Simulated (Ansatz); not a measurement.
# La (bcc type): how the settings move a single-point run

Aim: see which settings change the result for La (bcc type), by how much, and at what cost.

Computed with Ansatz 0.2.0 (reference: DFT, PBE, PAW with Ansatz's default frozen-core files, scalar-relativistic, unless a step's input says otherwise).

## Step 1: The starting structure

The structure is cubic, space group Im-3m (No. 229). Conventional cell: a = 3.241 Å, b = 3.241 Å, c = 3.241 Å, α = 90.00°, β = 90.00°, γ = 90.00°. Around La (site symmetry m-3m) lie 8 La at 2.81 Å.

As a file:

```
La
1.0
    -1.62035    1.62035    1.62035
     1.62035   -1.62035    1.62035
     1.62035    1.62035   -1.62035
La
1
Direct
  0.00000 0.00000 0.00000
```

## Step 2: Baseline

input.yaml

```yaml
crystal:
  lattice:
    - [-1.6203510678, 1.6203510678, 1.6203510678]
    - [1.6203510678, -1.6203510678, 1.6203510678]
    - [1.6203510678, 1.6203510678, -1.6203510678]
  atoms:
    - { symbol: La, position: [0.0, 0.0, 0.0] }
kpoints:
  mp_grid: { grid: [13, 13, 13] }
  band_path:
    path:
      - [0.0, 0.0, 0.0]
      - [0.5, -0.5, 0.5]
      - [0.0, 0.0, 0.5]
      - [0.0, 0.0, 0.0]
      - [0.25, 0.25, 0.25]
      - [0.5, -0.5, 0.5]
      - [0.25, 0.25, 0.25]
      - [0.0, 0.0, 0.5]
    npoints: 8
scf:
  occupations: { method: fermi_dirac, width: 0.08 }
hamiltonian:
  xc: pbe
  pseudopotentials: { kind: paw }
output:
  forces: true
  stress: true
  eigenvalues: true
  populations: true
  dos: { projected: true, de: 0.2, e_range: [-14, 8] }
  write_density: true
  write_potential: true
  elf: true
  volumetric_format: npy
```

Run with:

```console
> ansatz run input.yaml --threads 1 --pin off --max-ram 2048MiB --backend cpu --events-out ev --progress --plain --runs-dir out
```

The main lines of its log:

```text
[...]
Basis set: ecut = 420 eV, 321 PW (Γ), exchange–correlation on 40×40×40 points (8 copies of the dense FFT grid, shifted against one another)
[...]
k-points: 84 of 2197
[...]
SCF iter   1: F=—  HF=-6247.477111 eV  |F-HF|=—  |Δ(HF+E_count)|=         —  Δρ=4.66e-2  dr2=3.73e-1  ethr=1.77e-3  ⟨swp⟩=4.6  Hψ=4558  notcnv=0
preconditioner: auto → none  [metal: Δε(μ)=0.047 eV  Ē_g=14.287 eV  σ=0.080 eV  W_gap=0.15  n_scr=0 (ndim 8)  ℏωp=27.0 eV  f_vac=0.000  D(μ)=1.49/eV (n_scr^D=18)]
SCF iter   2: F=—  HF=-6247.311384 eV  |F-HF|=—  |Δ(HF+E_count)|=   1.66e-1  Δρ=6.94e-3  dr2=4.55e-3  ethr=1.77e-3  ⟨swp⟩=3.0  Hψ=2496  notcnv=0  defer=5
[...]
SCF iter   5: F=—  HF=-6247.309558 eV  |F-HF|=—  |Δ(HF+E_count)|=   1.05e-5  Δρ=2.93e-5  dr2=7.74e-8  ethr=7.26e-8  ⟨swp⟩=2.0  Hψ=1293  notcnv=0  defer=5
SCF iter   6: F=-6247.309558 eV  HF=-6247.309558 eV  |F-HF|=1.08e-10  |Δ(HF+E_count)|=   5.08e-9  Δρ=1.43e-6  dr2=1.29e-10  ethr=7.03e-10  ⟨swp⟩=6.8  Hψ=4815  notcnv=0
[...]
SCF converged after 6 iterations
Free energy (F): -6247.309558 eV
[...]
E sigma→0 (E₀):  -6247.294087 eV
[...]
Fermi energy:    25.089385 eV
[...]
  P = ⅓ Tr σ = 91.8205 GPa (918.205 kbar)
[...]
```

It took 1.9 s on 1 thread of Arm Neoverse V1, shared host; peak memory 0.28 GiB.

## Step 3: Changing settings: dispersion d4

input.yaml: that of step 2 with these lines changed.

```diff
@@ -25,2 +25,3 @@
   pseudopotentials: { kind: paw }
+  dispersion: d4
 output:
@@ -30,6 +31 @@
   populations: true
-  dos: { projected: true, de: 0.2, e_range: [-14, 8] }
-  write_density: true
-  write_potential: true
-  elf: true
-  volumetric_format: npy
```

Run with:

```console
> ansatz run input.yaml --threads 1 --pin off --max-ram 2048MiB --backend cpu --events-out ev --progress --plain --runs-dir out
```

The log of the run:

```text
La: projections on atomic orbitals take those of the free atom [Kr 4d10] 4f0 5s2 5p6 5d1 6s2, of charge +0.00 (hamiltonian.pseudopotentials.projection_atoms); the dataset's partial waves leave at most 1.9e-5 of an orbital's norm unspanned inside its sphere
Engine: ansatz 0.2.0
Pseudopotentials: kind: paw
Pseudopotential: La, paw, valence charge 11, recommended cutoff 420 eV (normal)
Functional definition: PBE
  parameter kappa = 0.804
  parameter beta = 0.06672455060314922
  exchange = pbe_x(kappa = kappa, mu = beta*pi^2/3)
  correlation = pbe_c(beta = beta)
Crystal: 1 atoms, lattice volume = 17.017 Å³
Basis set: ecut = 420 eV, 321 PW (Γ), exchange–correlation on 40×40×40 points (8 copies of the dense FFT grid, shifted against one another)
Bands: 10, of which v1, the nominal top of the filled ones, is band 6 counted from 1 (5 counted from 0)
Symmetry: 48 space group operations
Space group: Im-3m (ITA 229), of the structure as read, at distance tolerance 2.6e-5 Å
k-points: 84 of 2197
Non-local potential: La, projectors of the file, l = 0: 3, l = 1: 2, l = 2: 2, l = 3: 3
PAW form: soft (Blöchl's): semilocal exchange-correlation on the pseudo side does not see the compensation charge
PAW one-centre angular grid: La, 590 points (default); XC on 64 Gauss nodes
Initial density: superposition of atomic densities (neutral atoms: chi_scale 0, normalization atom), corrected by the library's trained network
Initial wavefunctions: pseudopotential atomic-orbital guess
Functional: x = pbe(κ = 0.804, μ = 0.2195149727645171), c = pbe(β = 0.06672455060314922)
SCF iter   1: F=—  HF=-6248.098722 eV  |F-HF|=—  |Δ(HF+E_count)|=         —  Δρ=4.66e-2  dr2=3.73e-1  ethr=1.77e-3  ⟨swp⟩=4.6  Hψ=4558  notcnv=0
preconditioner: auto → none  [metal: Δε(μ)=0.047 eV  Ē_g=14.287 eV  σ=0.080 eV  W_gap=0.15  n_scr=0 (ndim 8)  ℏωp=27.0 eV  f_vac=0.000  D(μ)=1.49/eV (n_scr^D=18)]
SCF iter   2: F=—  HF=-6247.932995 eV  |F-HF|=—  |Δ(HF+E_count)|=   1.66e-1  Δρ=6.94e-3  dr2=4.55e-3  ethr=1.77e-3  ⟨swp⟩=3.0  Hψ=2496  notcnv=0  defer=5
SCF iter   3: F=—  HF=-6247.931239 eV  |F-HF|=—  |Δ(HF+E_count)|=   1.76e-3  Δρ=2.56e-3  dr2=3.96e-4  ethr=4.14e-5  ⟨swp⟩=2.6  Hψ=1627  notcnv=0  defer=5
SCF iter   4: F=—  HF=-6247.931179 eV  |F-HF|=—  |Δ(HF+E_count)|=   5.99e-5  Δρ=2.83e-4  dr2=7.99e-6  ethr=3.60e-6  ⟨swp⟩=2.2  Hψ=1341  notcnv=0  defer=5
SCF iter   5: F=—  HF=-6247.931169 eV  |F-HF|=—  |Δ(HF+E_count)|=   1.05e-5  Δρ=2.93e-5  dr2=7.74e-8  ethr=7.26e-8  ⟨swp⟩=2.0  Hψ=1293  notcnv=0  defer=5
SCF iter   6: F=-6247.931169 eV  HF=-6247.931169 eV  |F-HF|=1.12e-10  |Δ(HF+E_count)|=   5.16e-9  Δρ=1.43e-6  dr2=1.29e-10  ethr=7.03e-10  ⟨swp⟩=3.5  Hψ=3371  notcnv=0
SCF 1 converged in 6 iterations: F = -6247.931169 eV  dr2 = 1.29e-10
NSCF: frozen V_eff on 57 k-points
SCF converged after 6 iterations
Free energy (F): -6247.931169 eV
Harris-Foulkes:  -6247.931169 eV  (|F-HF|=1.12e-10)
Internal energy: -6247.900228 eV  (E = F + TS)
E sigma→0 (E₀):  -6247.915698 eV
Entropy (-TS):   -0.030941 eV (-30.941 meV/atom)
Fermi energy:    25.089385 eV
--- Per-component energies (eV) ---
  E_band       = 113.222191
  E_kinetic    = 218.026942
  E_local      = -57.585109  (includes V_loc(G=0)·N_el)
  E_nonlocal   = 97.567765
  E_hartree    = 39.500282
  E_xc         = -148.236799
  E_vxc        = -159.849183  (∫ρ·V_xc dr)
  E_paw        = -5418.238360  (= ΣΔE_a)
  E_vpaw       = -63.938873  (= ΣTr[D̂ρ^β])
  E_aug_tail   = -0.000000  (compensation charges beyond the density's cutoff)
  E_ewald      = -978.313338
  E_disp       = -0.621611  (pairwise vdW)
  E_smearing   = -0.030941  (= −TS)
  E_closure    = -0.000000  (closes the sum)
  Σ components = -6247.931169   (vs F -6247.931169, Δ=0.00e0)
--- Forces (eV/Å), atoms counted from 1 ---
  atom   1  La    -0.00000000     0.00000000     0.00000000
  max |Σ_I F_I| component: 4.72e-32 eV/Å
--- Stress (GPa, compression-positive) ---
       86.455469       0.000000       0.000000
        0.000000      86.455469      -0.000000
       -0.000000      -0.000000      86.455469
  P = ⅓ Tr σ = 86.4555 GPa (864.555 kbar)
--- Band table (eV; the first three rows and the last of 84) ---
  k-point 0: bands = ["-9.0840", "13.2529", "13.2529", "13.2529", "26.5906", "26.6543", "26.6543", "26.6543", "27.4600", "27.4600"]
  k-point 1: bands = ["-8.9689", "12.6012", "13.0427", "13.2255", "25.9816", "26.1549", "26.6243", "27.0928", "27.6703", "27.8883"]
  k-point 2: bands = ["-8.6337", "11.0051", "12.5063", "13.1477", "24.9359", "25.4037", "26.5873", "27.6993", "28.0756", "28.4449"]
  k-point 83: bands = ["-4.6183", "7.4692", "7.5833", "7.5833", "19.6805", "19.9336", "27.5783", "28.9197", "28.9197", "28.9461"]
--- Löwdin populations: 1 site ---
  site symbol       q [e]
     0     La     10.9814
  spilling = 0.001694 (of n_electrons = 11.000000)
```

Wall time 1.8 s (1 thread of Arm Neoverse V1, shared host); peak memory 0.28 GiB.

The energy moves by -621.6 meV/atom, nearly all of it the dispersion term itself (-621.6 meV/atom); that offset belongs to the model and is no gain or loss of stability; the pressure goes from 91.8 to 86.5 GPa.

## Step 4: Changing settings: starting moments, scf.algorithm density_mixing, dispersion d3bj, spin_polarized true

input.yaml: that of step 2 with these lines changed.

```diff
@@ -6,3 +6,3 @@
   atoms:
-    - { symbol: La, position: [0.0, 0.0, 0.0] }
+    - { symbol: La, position: [0.0, 0.0, 0.0], spin: -1.0 }
 kpoints:
@@ -22,2 +22,3 @@
   occupations: { method: fermi_dirac, width: 0.08 }
+  algorithm: density_mixing
 hamiltonian:
@@ -25,2 +26,3 @@
   pseudopotentials: { kind: paw }
+  dispersion: d3bj
 output:
@@ -30,6 +32,3 @@
   populations: true
-  dos: { projected: true, de: 0.2, e_range: [-14, 8] }
-  write_density: true
-  write_potential: true
-  elf: true
-  volumetric_format: npy
+magnetization:
+  spin_polarized: true
```

Run with:

```console
> ansatz run input.yaml --threads 1 --pin off --max-ram 2048MiB --backend cpu --events-out ev --progress --plain --runs-dir out
```

The log of the run:

```text
La: projections on atomic orbitals take those of the free atom [Kr 4d10] 4f0 5s2 5p6 5d1 6s2, of charge +0.00 (hamiltonian.pseudopotentials.projection_atoms); the dataset's partial waves leave at most 1.9e-5 of an orbital's norm unspanned inside its sphere
[... 8 set-up lines as earlier in the session ...]
Crystal: 1 atoms, lattice volume = 17.017 Å³
Basis set: ecut = 420 eV, 321 PW (Γ), exchange–correlation on 40×40×40 points (8 copies of the dense FFT grid, shifted against one another)
Bands: 10, of which v1, the nominal top of the filled ones, is band 6 counted from 1 (5 counted from 0)
[... 2 set-up lines as earlier in the session ...]
Magnetic group: BNS 229.140 (UNI 1642), of the structure as read, at distance tolerance 2.6e-5 Å
k-points: 84 of 2197
[... 3 set-up lines as earlier in the session ...]
Initial density: superposition of atomic densities (chi_scale 0.1, normalization cell)
Starting moments: Σ|m| = 1 μB on 1 of 1 site
[... 2 set-up lines as earlier in the session ...]
SCF iter   1: F=—  HF=-6246.708528 eV  |F-HF|=—  |Δ(HF+E_count)|=         —  Δρ=4.22e-2 (↑3.13e-2 ↓4.22e-2)  dr2=6.33e-1  dr2_m=7.04e-2  M=-0.328 μB ∫|m|=0.328 μB  β_m=0.30  ethr=3.10e-3  ⟨swp⟩=4.7  Hψ=9096  notcnv=0
Mixer restart at iter 1: flushing history
preconditioner: auto → none  [metal: Δε(μ)=0.006 eV  Ē_g=14.291 eV  σ=0.080 eV  W_gap=0.02  n_scr=0 (ndim 8)  ℏωp=27.0 eV  f_vac=0.000  D(μ)=1.10/eV (n_scr^D=12)]
SCF iter   2: F=—  HF=-6247.387034 eV  |F-HF|=—  |Δ(HF+E_count)|=   6.79e-1  Δρ=2.56e-2 (↑1.97e-2 ↓2.56e-2)  dr2=1.72e-1  dr2_m=4.01e-2  M=-0.282 μB ∫|m|=0.282 μB  β_m=0.50  ethr=3.10e-3  ⟨swp⟩=2.5  Hψ=4083  notcnv=0  defer=12
SCF iter   3: F=—  HF=-6248.161537 eV  |F-HF|=—  |Δ(HF+E_count)|=   7.75e-1  Δρ=6.88e-3 (↑6.85e-3 ↓6.88e-3)  dr2=1.12e-3  dr2_m=6.85e-3  M=-0.166 μB ∫|m|=0.166 μB  β_m=0.72  ethr=1.57e-3  ⟨swp⟩=3.2  Hψ=3511  notcnv=0  defer=11
SCF iter   4: F=—  HF=-6248.224465 eV  |F-HF|=—  |Δ(HF+E_count)|=   6.29e-2  Δρ=1.90e-3 (↑1.90e-3 ↓1.90e-3)  dr2=3.05e-5  dr2_m=5.46e-4  M=-0.059 μB ∫|m|=0.059 μB  β_m=0.86  ethr=1.02e-5  ⟨swp⟩=2.1  Hψ=3377  notcnv=0  defer=11
SCF iter   5: F=—  HF=-6248.225738 eV  |F-HF|=—  |Δ(HF+E_count)|=   1.27e-3  Δρ=5.86e-4 (↑5.77e-4 ↓5.86e-4)  dr2=6.22e-5  dr2_m=3.40e-5  M=-0.015 μB ∫|m|=0.015 μB  β_m=0.93  ethr=2.77e-7  ⟨swp⟩=2.4  Hψ=3281  notcnv=0  defer=11
SCF iter   6: F=—  HF=-6248.225851 eV  |F-HF|=—  |Δ(HF+E_count)|=   1.12e-4  Δρ=7.32e-5 (↑6.25e-5 ↓7.32e-5)  dr2=1.25e-7  dr2_m=6.84e-7  M=-0.002 μB ∫|m|=0.002 μB  β_m=0.96  ethr=2.77e-7  ⟨swp⟩=2.0  Hψ=2637  notcnv=0  defer=11
SCF iter   7: F=—  HF=-6248.225853 eV  |F-HF|=—  |Δ(HF+E_count)|=   1.91e-6  Δρ=1.09e-5 (↑1.09e-5 ↓1.09e-5)  dr2=2.40e-10  dr2_m=1.84e-8  M=-0.000 μB ∫|m|=0.000 μB  β_m=0.98  ethr=1.14e-9  ⟨swp⟩=2.5  Hψ=2789  notcnv=0  defer=11
SCF iter   8: F=—  HF=-6248.225853 eV  |F-HF|=—  |Δ(HF+E_count)|=   4.38e-8  Δρ=1.56e-6 (↑1.56e-6 ↓1.45e-6)  dr2=1.25e-10  dr2_m=3.18e-10  M=0.000 μB ∫|m|=0.000 μB  β_m=0.99  ethr=2.18e-12  ⟨swp⟩=3.0  Hψ=3577  notcnv=0  defer=11
SCF iter   9: F=—  HF=-6248.225853 eV  |F-HF|=—  |Δ(HF+E_count)|=  7.21e-10  Δρ=9.29e-8 (↑9.05e-8 ↓9.29e-8)  dr2=2.70e-14  dr2_m=1.30e-12  M=0.000 μB ∫|m|=0.000 μB  β_m=1.00  ethr=1.14e-12  ⟨swp⟩=2.0  Hψ=2578  notcnv=0  defer=11
SCF iter  10: F=-6248.225853 eV  HF=-6248.225853 eV  |F-HF|=2.73e-12  |Δ(HF+E_count)|=  2.73e-12  Δρ=8.59e-9 (↑8.59e-9 ↓5.89e-9)  dr2=4.79e-15  dr2_m=7.08e-15  M=0.000 μB ∫|m|=0.000 μB  ethr=1.00e-12  ⟨swp⟩=1.5  Hψ=4581  notcnv=0
SCF 1 converged in 10 iterations: F = -6248.225853 eV  dr2 = 4.79e-15
the search or the solves at the SCF's close seem to have found levels that the self-consistency loop had missed (the run counts 2). By its estimate they hold under 1e-12 electrons; where the run keeps them, the occupations were computed again with them
WARN: the starting moments were not kept: the SCF closed with an absolute magnetisation of 1.9e-7 μB, where they sum to 1 μB in size (1 site). That is at most 0.1 of that sum. Measured as dr2_m measures the in/out step, that magnetisation stands 5.3e-15 eV from none, at or under the dr2_threshold of 1.0e-7 eV: it is no larger than a step whose dr2_m would equal this threshold. The system may hold no moment; this SCF shows only that its start led to no more than that. To try another start: raise the starting moments (crystal.atoms[].spin, magnetization.per_species, magnetization.initial_magnetization, or on a non-collinear deck that types none of these the spinor_matrix: blocks that start its atoms; where the total moment is fixed, keep their sum and leave initial_magnetization as it is; typed ones take the place of any that the run laid by itself, positive ones on a crystal's lanthanoids without a Hubbard term where scf.initial_density.shell_occupations: [] is typed) or, if the notice of its spin-set hold's release reads "site moments contracting" or "site moments show no strong build", lengthen the hold (scf.mixing.spin_hold: { on: { confirm: 4 } }; for m-r²SCAN on two components see the key's manual first). Each may lead to a state that holds a moment. A second SCF, from the converged charge density, with the starting moments and any scf.initial_density.shell_occupations laid on it anew, would have followed, and was not run: the deck does not ask for one (magnetization.retry_lost_moments is false, the default). To let it run, set magnetization.retry_lost_moments: true and run the deck again, where that key's refused combinations let it; where memory then withholds it, that run's warning says so.
NSCF: frozen V_eff on 57 k-points
SCF converged after 10 iterations
Magnetization: 0.0000 μB (5.5000 up, 5.5000 down)
Absolute magnetization: 0.0000 μB (∫|ρ↑−ρ↓|, with the PAW one-centre terms)
Spin contamination: 0.0000 ħ² per cell (⟨S²⟩ above its minimum at these occupations)
Per-site moments (μB) at R_I (Å): [(9.993954541056055e-8, 1.1576937799053342)]
Free energy (F): -6248.225853 eV
Harris-Foulkes:  -6248.225853 eV  (|F-HF|=2.73e-12)
Internal energy: -6248.194912 eV  (E = F + TS)
E sigma→0 (E₀):  -6248.210382 eV
Entropy (-TS):   -0.030941 eV (-30.941 meV/atom)
Fermi energy:    25.089380 eV
--- Per-component energies (eV) ---
  E_band       = 113.222113
  E_kinetic    = 218.026955
  E_local      = -57.585219  (includes V_loc(G=0)·N_el)
  E_nonlocal   = 97.567863
  E_hartree    = 39.500334
  E_xc         = -148.236794
  E_vxc        = -159.849175  (∫ρ·V_xc dr)
  E_paw        = -5418.238417  (= ΣΔE_a)
  E_vpaw       = -63.938979  (= ΣTr[D̂ρ^β])
  E_aug_tail   = -0.000000  (compensation charges beyond the density's cutoff)
  E_ewald      = -978.313338
  E_disp       = -0.916295  (pairwise vdW)
  E_smearing   = -0.030941  (= −TS)
  E_closure    = 0.000000  (closes the sum)
  Σ components = -6248.225853   (vs F -6248.225853, Δ=0.00e0)
--- Forces (eV/Å), atoms counted from 1 ---
  atom   1  La    -0.00000000     0.00000000     0.00000000
  max |Σ_I F_I| component: 2.93e-32 eV/Å
--- Stress (GPa, compression-positive) ---
       83.127116       0.000000      -0.000000
        0.000000      83.127116      -0.000000
       -0.000000      -0.000000      83.127116
  P = ⅓ Tr σ = 83.1271 GPa (831.271 kbar)
--- Band table (eV; the first three rows and the last of 168) ---
  k-point 0 ↑: bands = ["-9.0840", "13.2529", "13.2529", "13.2529", "26.5905", "26.6543", "26.6543", "26.6543", "27.4600", "27.4600"]
  k-point 1 ↑: bands = ["-8.9689", "12.6012", "13.0427", "13.2255", "25.9816", "26.1549", "26.6243", "27.0928", "27.6703", "27.8883"]
  k-point 2 ↑: bands = ["-8.6337", "11.0051", "12.5063", "13.1477", "24.9359", "25.4037", "26.5872", "27.6993", "28.0756", "28.4449"]
  k-point 83 ↓: bands = ["-4.6183", "7.4692", "7.5833", "7.5833", "19.6805", "19.9336", "27.5783", "28.9197", "28.9197", "28.9461"]
--- Löwdin populations: 1 site ---
  site symbol       q [e]    m [muB]
     0     La     10.9814     0.0000
  spilling = 0.001694 (of n_electrons = 11.000000)
```

Wall time 3.6 s (1 thread of Arm Neoverse V1, shared host); peak memory 0.29 GiB.

The energy moves by -916.3 meV/atom, nearly all of it the dispersion term itself (-916.3 meV/atom); that offset belongs to the model and is no gain or loss of stability; the pressure goes from 91.8 to 83.1 GPa.

## Step 5: Side by side

```csv
run,ending,energy change,pressure (GPa),gap (eV),force (eV/Å),cycles,time
reference,converged,0,91.8,0.00,0.00,6,1.9 s
1: dispersion d4,converged,-621.6 meV/atom (offset of the dispersion model),86.5,0.00,0.00,6,1.8 s
"2: starting moments, scf.algorithm density_mixing, dispersion d3bj, spin_polarized true",converged,-916.3 meV/atom (offset of the dispersion model),83.1,0.00,0.00,10,3.6 s
```

Times don't compare one to one where runs were asked for different outputs or read a saved state (see the inputs); cycles may leave out searches for a lower state.

Residual by cycle in the longest SCF loop of each run; runs are numbered as in the table. The quantity is the density residual dr2, in eV.

```csv
cycle,reference,run 1,run 2
1,0.373,0.373,0.633
2,0.00455,0.00455,0.172
3,4.0e-4,4.0e-4,0.00112
4,8.0e-6,8.0e-6,3.0e-5
5,7.7e-8,7.7e-8,6.2e-5
6,1.3e-10,1.3e-10,1.2e-7
7,-,-,2.4e-10
8,-,-,1.3e-10
9,-,-,2.7e-14
10,-,-,4.8e-15
```

The pressure spans 83.1 to 91.8 GPa over the reference and the converged variants. The structure is not at rest: the sound run finds 92 GPa, so these are no properties of the relaxed crystal. 
